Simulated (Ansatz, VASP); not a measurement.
Two plane-wave programs on TiAl

The input INCAR:

```
SYSTEM = TiAl
ALGO = Normal
EDIFF = 1E-6
EDIFFG = -0.002
ENCUT = 600
GGA = PE
IBRION = 2
ISIF = 3
ISMEAR = 0
IVDW = 12
LASPH = .TRUE.
LCHARG = .FALSE.
LREAL = .FALSE.
LWAVE = .FALSE.
NELM = 100
NSW = 100
PREC = Accurate
SIGMA = 0.1
```

The input KPOINTS:

```
k-points
0
G
  18 18 10
  0 0 0
```

File POSCAR:

```
TiAl
1.0
    2.8672622300      0.0000000000      0.0000000000
   -1.4336311200      2.4831219300      0.0000000000
    0.0000000000      0.0000000000      4.6780830000
Ti Al
1 1
Direct
    0.0000000000      0.0000000000      0.0000000000
    0.3333333300      0.6666666700      0.5000000000
```

Input for Ansatz:

```yaml
crystal:
  lattice:
    - [2.86726223, 0.0, 0.0]
    - [-1.43363112, 2.48312193, 0.0]
    - [0.0, 0.0, 4.678083]
  atoms:
    - { symbol: Ti, position: [0.0, 0.0, 0.0] }
    - { symbol: Al, position: [0.33333333, 0.66666667, 0.5] }
basis:
  ecutwfc: 420
kpoints:
  mp_grid: { grid: [18, 18, 10] }
hamiltonian:
  xc: pbe
  dispersion: d3bj
  pseudopotentials: { kind: paw, azcp: { folder: soft_1 } }
scf:
  occupations: { method: gaussian, width: 0.1 }
output:
  forces: true
  stress: true
  eigenvalues: true
  write_density: true
  write_potential: true
  elf: true
  volumetric_format: npy
relax:
  adjacent_minimum: "off"
  f_tol: 0.002
  max_steps: 80
  cell: { stress_tol: 0.02 }
```

The cell comes from a database or a generator and needn't be the stable form of this composition.

Alike in both runs: task relaxation of cell and atoms; functional PBE; dispersion D3(BJ); k mesh 18 × 18 × 10; occupations gaussian, width 0.1 eV; no spin polarisation.

|  | VASP | Ansatz |
| --- | --- | --- |
| version | VASP 6.6.1 | Ansatz 0.2.0 |
| potentials or method | VASP PAW PBE potentials, release 64 (Ti_sv, Al) | scalar-relativistic, plane waves, PAW |
| plane-wave cutoff (eV) | 600 | 420 |
| valence electrons in the cell | 15 | 15 |

```csv
,VASP,Ansatz,Ansatz less VASP
"gap on the k mesh at the Fermi level, each at its own relaxed structure (eV)",none,none,-
relaxed volume (Å³/atom),15.96,15.97,+0.016
relaxed cell length with the largest relative difference (Å),2.831,2.832,+0.0015
energy change over the relaxation (meV/atom),-11,-10,+0.3
```

A gap of «none» marks a metal or a gap that the smearing closes.

Caveats: pairwise dispersion overbinds metals, which lowers pressure and volume.
